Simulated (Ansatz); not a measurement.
# In: a In atom hops into a vacancy

One In atom is taken out of a 2×2×3 supercell of In. How high is the barrier for its neighbour In7, 3.36 Å away, to move into the hole? The program relaxes both ends, then the band.

Program: Ansatz 0.2.0. Level of theory: DFT PBE, plane waves, PAW, scalar-relativistic, no spin polarisation. These are calculated values, not measurements.

**1. Starting point**

The cell holds 11 atoms (In11): a = 6.737 Å, b = 6.737 Å, c = 10.105 Å, α = 122.40°, β = 122.40°, γ = 85.89°.

The empty site lies at (-1.62, 1.63, -2.46) Å, and In7 starts at (0.01, 3.25, -0.01) Å. All atoms were shaken by about 0.02 Å to break the symmetry.

Structure file:

```
CELL_PARAMETERS angstrom
-3.24563 3.24563 4.93130
3.24563 -3.24563 4.93130
4.86844 4.86844 -7.39695
ATOMIC_POSITIONS crystal
In 0.99863 0.00040 0.00044
In 0.99984 0.00305 0.33539
In 0.00318 0.99902 0.66728
In 0.00560 0.49911 0.33770
In 0.00103 0.50526 0.66941
In 0.50287 0.00600 0.00254
In 0.49918 0.00042 0.33486
In 0.49959 0.00236 0.66798
In 0.49622 0.50265 0.00078
In 0.49938 0.50127 0.33383
In 0.49945 0.50096 0.66550
```

**2. Nudged elastic band**

crystal.atoms is the first end and neb.final_atoms the second, which differs in In7 alone.

Input file input.yaml:

```yaml
crystal:
  lattice:
    - [-3.24562944, 3.24562944, 4.93129754]
    - [3.24562944, -3.24562944, 4.93129754]
    - [4.86844416, 4.86844416, -7.39694631]
  atoms:
    - { symbol: In, position: [-0.00136535, 0.00039669, 0.0004429] }
    - { symbol: In, position: [-0.00015519, 0.00304733, 0.33538656] }
    - { symbol: In, position: [0.00318288, -0.00097529, 0.66728366] }
    - { symbol: In, position: [0.00559854, 0.49911233, 0.33769875] }
    - { symbol: In, position: [0.00102698, 0.50526094, 0.66941231] }
    - { symbol: In, position: [0.50287221, 0.00600415, 0.00253962] }
    - { symbol: In, position: [0.49917629, 0.00042183, 0.33485709] }
    - { symbol: In, position: [0.49959484, 0.00235664, 0.66798182] }
    - { symbol: In, position: [0.49621841, 0.50264912, 0.00077699] }
    - { symbol: In, position: [0.49938369, 0.50126739, 0.33382969] }
    - { symbol: In, position: [0.49945409, 0.50095748, 0.66550465] }
kpoints:
  mp_grid: { grid: [3, 3, 2] }
magnetization:
  spin_polarized: false
scf:
  occupations: { method: fermi_dirac, width: 0.05 }
hamiltonian:
  pseudopotentials: { kind: paw }
  xc: pbe
basis:
  ecutwfc: 420
neb:
  images: 3
  relax_end_points: true
  climbing: true
  f_tol: 0.05
  max_iterations: 40
  order_check: false
  final_atoms:
    - { symbol: In, position: [-0.00136535, 0.00039669, 0.0004429] }
    - { symbol: In, position: [-0.00015519, 0.00304733, 0.33538656] }
    - { symbol: In, position: [0.00318288, -0.00097529, 0.66728366] }
    - { symbol: In, position: [0.00559854, 0.49911233, 0.33769875] }
    - { symbol: In, position: [0.00102698, 0.50526094, 0.66941231] }
    - { symbol: In, position: [0.50287221, 0.00600415, 0.00253962] }
    - { symbol: In, position: [0.00135585, -0.4986007, 0.00110991] }
    - { symbol: In, position: [0.49959484, 0.00235664, 0.66798182] }
    - { symbol: In, position: [0.49621841, 0.50264912, 0.00077699] }
    - { symbol: In, position: [0.49938369, 0.50126739, 0.33382969] }
    - { symbol: In, position: [0.49945409, 0.50095748, 0.66550465] }
```

Run with:

```sh
$ ansatz run input.yaml --threads 4 --pin off --max-ram 8192MiB --backend cpu --events-out ev --progress --plain --runs-dir out
```

What it wrote (excerpt; [...] marks lines left out):

```text
Warning: neb: disabling space-group detection — the band's intermediate images generally break the endpoint symmetry, so no spatial operation reduces the k-mesh or symmetrises the density, except that a semilocal band can use its path's symmetry ahead of convergence; time reversal is [...]
Warning: RAYON_NUM_THREADS=4 ignored (pool sized by the plan → 4); use --threads N
[...]
Pseudopotentials: kind: paw
Pseudopotential: In, paw, valence charge 13, recommended cutoff 420 eV (normal), In.paw.azcp
Functional definition: PBE
[...]
parallel-image band execution: 3 concurrent image workers
NEB image 0
Crystal: 11 atoms, lattice volume = 311.681 Å³
Basis set: ecut = 420 eV, 6101 PW (Γ), exchange–correlation on 96×96×144 points (8 copies of the dense FFT grid, shifted against one another)
Bands: 86, of which v1, the nominal top of the filled ones, is band 72 counted from 1 (71 counted from 0)
Symmetry: 1 space group operations
k-points: 10 of 18 (time reversal used)
[...]
SCF iter   1: F=—  HF=-61576.295768 eV  |F-HF|=—  |Δ(HF+E_count)|=         —  Δρ=2.17e-3  dr2=4.80e-2  ethr=1.77e-3  ⟨swp⟩=6.0  Hψ=3058  notcnv=0  defer=7
[...]
NSCF: frozen V_eff on 10 k-points
NEB image 4
[...]
NSCF: frozen V_eff on 10 k-points
NEB end point (image 0): max|allowed force component| = 3.096e-1 eV/Å (the criterion of neb.relax_end_points is 1.000e-2)
NEB end point (image 4): max|allowed force component| = 2.918e-1 eV/Å (the criterion of neb.relax_end_points is 1.000e-2)
NEB image 0, for its relaxation
[...]
NEB image 0, for its relaxation
[...]
NEB image 0, for its relaxation
[...]
NEB image 0, for its relaxation
[...]
NEB image 0, for its relaxation
[...]
NEB image 0, for its relaxation
[...]
NEB image 0
[...]
SCF iter   3: F=-61576.375734 eV  HF=-61576.375734 eV  |F-HF|=0.00e0  |Δ(HF+E_count)|=   4.35e-8  Δρ=1.03e-7  dr2=5.25e-11  ethr=5.31e-11  ⟨swp⟩=2.9  Hψ=2644  notcnv=0
[...]
NSCF: frozen V_eff on 10 k-points
```

**3. The log goes on**

Output, continued (excerpt; [...] marks lines left out):

```text
NEB end point (image 0): relaxed in 31 SCF iterations, 0.103433 eV lower, largest move of an atom 0.131 Å; not tested for a saddle point
NEB image 4, for its relaxation
[...]
SCF iter   1: F=—  HF=-61576.276898 eV  |F-HF|=—  |Δ(HF+E_count)|=         —  Δρ=2.96e-6  dr2=4.19e-8  ethr=2.93e-11  ⟨swp⟩=1.0  Hψ=2390  notcnv=0
[...]
NEB image 4, for its relaxation
[...]
NEB image 4, for its relaxation
[...]
NEB image 4, for its relaxation
[...]
NEB image 4, for its relaxation
[...]
NEB image 4
[...]
NSCF: frozen V_eff on 10 k-points
NEB end point (image 4): relaxed in 26 SCF iterations, 0.098842 eV lower, largest move of an atom 0.142 Å; not tested for a saddle point
NEB image 1
[...]
NEB image 2
[...]
NEB image 3
[...]
NEB iter   1: max|band force component| = 6.781e-1 eV/Å  barrier→ = 0.6869 eV  barrier← = 0.6869 eV  Δτ_max = 0.2000 Å  (40 SCF iters)
[...]
NEB iter   2: max|band force component| = 1.090e-1 eV/Å  barrier→ = 0.2801 eV  barrier← = 0.2801 eV  CI = image 2  Δτ_max = 0.0851 Å  (22 SCF iters)
NEB image 1
[...]
SCF iter   1: F=—  HF=-61576.275282 eV  |F-HF|=—  |Δ(HF+E_count)|=         —  Δρ=1.62e-3  dr2=4.56e-3  ethr=3.17e-6  ⟨swp⟩=2.9  Hψ=3540  notcnv=0
```

**4. More of the same log**

Output, continued (excerpt; [...] marks lines left out):

```text
[...]
SCF iter   2: F=—  HF=-61576.274718 eV  |F-HF|=—  |Δ(HF+E_count)|=   5.63e-4  Δρ=4.45e-4  dr2=1.08e-3  ethr=3.17e-6  ⟨swp⟩=2.1  Hψ=1554  notcnv=0
[...]
NEB image 2
[...]
NEB image 3
[...]
NEB iter   3: max|band force component| = 6.240e-2 eV/Å  barrier→ = 0.2136 eV  barrier← = 0.2136 eV  CI = image 2  Δτ_max = 0.1253 Å  (19 SCF iters)
[...]
NEB iter   5: max|band force component| = 5.591e-2 eV/Å  barrier→ = 0.1712 eV  barrier← = 0.1712 eV  CI = image 2  Δτ_max = 0.0323 Å  (6 SCF iters)
[...]
NEB iter   6: max|band force component| = 1.511e-2 eV/Å  barrier→ = 0.1706 eV  barrier← = 0.1707 eV  CI = image 2  Δτ_max = 0.0000 Å  (17 SCF iters)
SCF converged after 5 iterations
Free energy (F): -61576.205088 eV
[...]
E sigma→0 (E₀):  -61576.188107 eV
Entropy (-TS):   -0.033961 eV (-3.087 meV/atom)
Fermi energy:    9.190747 eV
[...]
--- Forces (eV/Å), atoms counted from 1 ---
[...]
    - [4.86844416, 4.86844416, -7.39694631]
  atoms:
    - { symbol: In, position: [-0.01436821171883858, 0.05724464099628902, 0.009335730509910573] }
    - { symbol: In, position: [-0.05474710811925346, 0.01673109502929565, 0.326747756774698] }
    - { symbol: In, position: [-0.015494910473175194, 0.017809629050419162, 0.6680056338795781] }
    - { symbol: In, position: [0.02951067478892545, 0.5307502609697043, 0.37333455362876616] }
    - { symbol: In, position: [0.011239674233029628, 0.5125036908973779, 0.702166459559243] }
    - { symbol: In, position: [0.4716057291795093, -0.026953711669105318, -0.03709044730347827] }
    - { symbol: In, position: [0.2504826354389592, -0.24813821382080192, 0.167989063057116] }
    - { symbol: In, position: [0.48982384039505855, -0.00872653820956959, 0.6339168267435] }
    - { symbol: In, position: [0.5559099962713625, 0.4870059084501778, 0.009406349859740475] }
    - { symbol: In, position: [0.515421874217151, 0.44668413671208196, 0.326817875886257] }
    - { symbol: In, position: [0.5166929757872724, 0.48607644659413174, 0.6682106474046696] }
```

It took 3.8 min on 4 threads of Arm Neoverse V1, shared host; peak memory 1.5 GiB.

**5. What the band shows**

Images 0 and 4 are the ends. Energies count from image 0; the path length is the program's own measure over all atoms.

| image | path (Å) | energy (eV) | In7 x y z (Å) | band force (eV/Å) |
| --- | --- | --- | --- | --- |
| 0 | 0.000 | 0.0000 | -0.05 3.18 -0.09 | - |
| 1 | 0.929 | 0.0717 | -0.37 2.87 -0.54 | 0.015 |
| 2* | 1.859 | 0.1706 | -0.80 2.44 -1.23 | 0.010 |
| 3 | 2.786 | 0.0719 | -1.23 2.01 -1.92 | 0.015 |
| 4 | 3.713 | 0.0000 | -1.55 1.69 -2.37 | - |

The star marks the climbing image.

image, energy (eV) and a bar:
```
        0      0.000 
        1      0.072 #############
        2      0.171 ##############################
        3      0.072 #############
        4      0.000
```

The top of the band by iteration:

| iteration | highest image above image 0 (eV) | largest band force (eV/Å) |
| --- | --- | --- |
| 1 | 0.6869 | 0.678 |
| 2 | 0.2801 | 0.109 |
| 3 | 0.2136 | 0.062 |
| 4 | 0.1740 | 0.031 |
| 5 | 0.1712 | 0.056 |
| 6 | 0.1706 | 0.015 |

The band as a trajectory file:

```xyz
11
Lattice="-3.246 3.246 4.931 3.246 -3.246 4.931 4.868 4.868 -7.397" Properties=species:S:1:pos:R:3 pbc="T T T" image=0 dE=0.0000
In    0.010    0.002    0.002
In    1.561    1.622   -2.460
In    3.327    3.252   -4.935
In    3.289    0.036    0.102
In    4.845    1.592   -2.568
In   -1.610    1.626    2.467
In   -0.052    3.183   -0.089
In    1.700    4.936   -2.374
In    0.013    0.002    4.931
In    1.632    1.554    2.471
In    3.263    3.319   -0.004
11
Lattice="-3.246 3.246 4.931 3.246 -3.246 4.931 4.868 4.868 -7.397" Properties=species:S:1:pos:R:3 pbc="T T T" image=1 dE=0.0717
In    0.206   -0.157    0.062
In    1.762    1.408   -2.558
In    3.355    3.128   -4.938
In    3.404    0.150    0.089
In    5.004    1.750   -2.621
In   -1.763    1.473    2.448
In   -0.368    2.868   -0.543
In    1.564    4.800   -2.368
In   -0.147    0.197    4.993
In    1.417    1.753    2.373
In    3.138    3.347   -0.006
11
Lattice="-3.246 3.246 4.931 3.246 -3.246 4.931 4.868 4.868 -7.397" Properties=species:S:1:pos:R:3 pbc="T T T" image=2 dE=0.1706
In    0.278   -0.187    0.142
In    1.823    1.359   -2.604
In    3.360    3.144   -4.930
In    3.444    0.191    0.001
In    5.045    1.792   -2.611
In   -1.799    1.438    2.467
In   -0.800    2.436   -1.231
In    1.468    4.704   -2.317
In   -0.178    0.269    5.073
In    1.368    1.814    2.327
In    3.154    3.353    0.002
11
Lattice="-3.246 3.246 4.931 3.246 -3.246 4.931 4.868 4.868 -7.397" Properties=species:S:1:pos:R:3 pbc="T T T" image=3 dE=0.0719
In    0.229   -0.126    0.096
In    1.793    1.431   -2.525
In    3.376    3.150   -4.922
In    3.409    0.155    0.021
In    4.950    1.696   -2.560
In   -1.759    1.477    2.380
In   -1.232    2.005   -1.918
In    1.509    4.746   -2.307
In   -0.117    0.220    5.027
In    1.440    1.784    2.407
In    3.159    3.368    0.010
11
Lattice="-3.246 3.246 4.931 3.246 -3.246 4.931 4.868 4.868 -7.397" Properties=species:S:1:pos:R:3 pbc="T T T" image=4 dE=0.0000
In    0.015    0.072   -0.004
In    1.634    1.625   -2.464
In    3.252    3.179   -4.922
In    3.256    0.003    0.002
In    4.815    1.561   -2.554
In   -1.644    1.593    2.364
In   -1.547    1.690   -2.373
In    1.666    4.903   -2.358
In    0.080    0.006    4.927
In    1.634    1.625    2.469
In    3.188    3.244    0.009
```

**6. Outcome**

| quantity | value |
| --- | --- |
| relaxation of the ends | 0.103 eV lower, moves up to 0.13 Å; 0.099 eV lower, moves up to 0.14 Å |
| barrier forwards | 0.171 eV |
| barrier backwards | 0.171 eV |
| second end relative to first | 0.000 eV |
| highest image | 2 of 0 to 4, climbing |
| band iterations | 6 |

**Reading.** The top lies 0.17 eV above the first end, or 7 kT at room temperature, which at an assumed attempt frequency of 10^13 s⁻¹ means a rate near 10^10 s⁻¹. The ends differ by 1 meV at most, as they were set up to be equivalent. The input switches the test of curvatures off, so the top was not shown to be a first-order saddle. In 11 atoms the vacancy feels its images, and neither cell size nor mesh was tested. The k-mesh is coarse for this cell.
